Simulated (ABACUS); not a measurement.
**PbSe (Clausthalite): equation of state with PBEsol**

The system is PbSe (Clausthalite).

```
Pb Se
1.0
     0.00000    3.06065    3.06065
     3.06065    0.00000    3.06065
     3.06065    3.06065    0.00000
Pb Se
1 1
Cartesian
  0.0000 0.0000 0.0000
  3.0606 3.0606 3.0606
```

```
Program                                       : ABACUS 3.10.1
Task                                          : equation of state
Functional                                    : PBEsol
Potentials or basis                           : PseudoDojo NC SR 0.4.1 PBEsol standard
Cutoff                                        : 1184 eV
Density cutoff                                : 4735 eV
Basis                                         : plane waves
k mesh                                        : 8 × 8 × 8
Occupations                                   : fermi-dirac, width 0.05 eV
Spin                                          : no spin polarisation
Radial cutoff of the potentials (pseudo_rcut) : 7 bohr
SCF threshold on the density                  : 1e-08
Max SCF steps                                 : 100
Eigensolver                                   : dav
Mixing                                        : broyden
Mixing share                                  : 0.7
Symmetry key                                  : 1
Bands                                         : 19
```

```json
{"Equilibrium volume": "28.40 Å³/atom", "Bulk modulus": "53 GPa", "Pressure derivative of the bulk modulus": "4.2"}
```

Energy against volume, from the lowest point:
| volume (Å³/atom) | energy (meV/atom) |
| --- | --- |
| 26.951 | 13.10 |
| 27.524 | 4.37 |
| 28.097 | 0.15 |
| 28.671 | 0.00 |
| 29.244 | 3.51 |
| 29.818 | 10.33 |
| 30.391 | 20.10 |

All runs of the series together: 60 s on 4 threads of Intel(R) Xeon(R) 6975P-C (Granite Rapids), with other jobs on the host.

The cell as given is a measured one (28.67 Å³/atom); PBEsol puts the equilibrium volume -0.9 % from it, thermal expansion not counted.

The run has no spin-orbit coupling, so splittings on Pb are missing.
